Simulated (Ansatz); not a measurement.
**PbTe: band gap under strain**

How does strain move the band edges of PbTe (rocksalt), and do the functionals agree on it? States: -2.0 % strain along x alone; +2.0 % equal strain in all directions; +2.0 % strain along [111] alone.

Program: Ansatz 0.2.0. PAW datasets, plane waves. (Simulation; spin polarisation is off.)

## 1. The structure to begin with

The unstrained cell was relaxed with r2SCAN; in each strained cell the atoms were relaxed again with r2SCAN. Names of k-points are those of the unstrained zone, where strain can split equivalent points. First state: -2.0 % strain along x alone.

Space group I4/mmm (No. 139), tetragonal; a = 4.621 Å, c = 6.405 Å in the conventional setting, 34.20 Å³ an atom. Pb has 6 Te at 3.20–3.27 Å; Te has 6 Pb at 3.20–3.27 Å.

As a file:

```
CELL_PARAMETERS angstrom
0.00000 3.26784 3.26784
3.20248 0.00000 3.26784
3.20248 3.26784 0.00000
ATOMIC_POSITIONS crystal
Pb 0.00000 0.00000 0.00000
Te 0.50000 0.50000 0.50000
```

From earlier runs on the unstrained cell: PBE 0.80 eV, r2SCAN 1.09 eV, HSE06 1.20 eV, G0W0 1.05 eV (on its mesh); a = 6.536 Å.

## 2. -2.0 % strain along x alone: PBE

The input, input.yaml:

```yaml
crystal:
  lattice:
    - [0.0, 3.267836852, 3.267836852]
    - [3.202480115, 0.0, 3.267836852]
    - [3.202480115, 3.267836852, 0.0]
  atoms:
    - { symbol: Pb, position: [0.0, 0.0, 0.0] }
    - { symbol: Te, position: [0.5, 0.5, 0.5] }
kpoints:
  mp_grid: { grid: [8, 8, 8] }
  band_path:
    path:
      - [0.0, 0.0, 0.0]
      - [0.5, 0.0, 0.5]
      - [0.625, 0.25, 0.625]
      - [0.375, 0.375, 0.75]
      - [0.5, 0.5, 0.5]
      - [0.5, 0.25, 0.75]
      - [0.0, 0.0, 0.5]
    npoints: 1
hamiltonian:
  xc: pbe
scf:
  occupations: { method: fermi_dirac, width: 0.02 }
  n_extra_bands: 4
output:
  forces: true
  stress: true
  eigenvalues: true
  write_density: true
  write_potential: true
  elf: true
  volumetric_format: npy
```

Command:

```console
> ansatz run input.yaml --threads 4 --pin off --max-ram 4608MiB --backend cpu --events-out ev --progress --plain --runs-dir out
```

After this run come: -2.0 % strain along x alone: r2SCAN; -2.0 % strain along x alone: HSE06; -2.0 % strain along x alone: G0W0@PBE; +2.0 % equal strain in all directions: PBE; +2.0 % equal strain in all directions: r2SCAN; +2.0 % equal strain in all directions: HSE06; +2.0 % equal strain in all directions: G0W0@PBE; +2.0 % strain along [111] alone: PBE; +2.0 % strain along [111] alone: r2SCAN; +2.0 % strain along [111] alone: HSE06; +2.0 % strain along [111] alone: G0W0@PBE.

**Question.** What will these runs give?

The runs gave:

Least gap in eV (negative: overlap), with the change from the unstrained cell in brackets. G0W0 is on its own coarse mesh.

```
                                state  volume change (%)           PBE        r2SCAN         HSE06          G0W0
          -2.0 % strain along x alone               -2.0  0.74 (-0.06)  1.02 (-0.07)  1.13 (-0.07)  0.98 (-0.07)
+2.0 % equal strain in all directions               +6.1  0.90 (+0.10)  1.20 (+0.11)  1.32 (+0.12)  1.17 (+0.12)
      +2.0 % strain along [111] alone               +2.0  0.72 (-0.08)  1.00 (-0.09)  1.11 (-0.09)  0.97 (-0.08)
```

With HSE06, of the states in the table +2.0 % equal strain in all directions shifts the gap most, by +0.124 eV. PBE and HSE06 differ by 0.40 eV on the unstrained gap, and by at most 0.02 eV on its change: the two disagree on the size of the gap but agree on its response to strain. Spin-orbit coupling is left out of the table, though the cell holds Pb (Z = 82); in an element this heavy it can shift bands and gaps by tenths of an eV. The G0W0 figures hold for the stated bands, cutoff and mesh and aren't extrapolated.
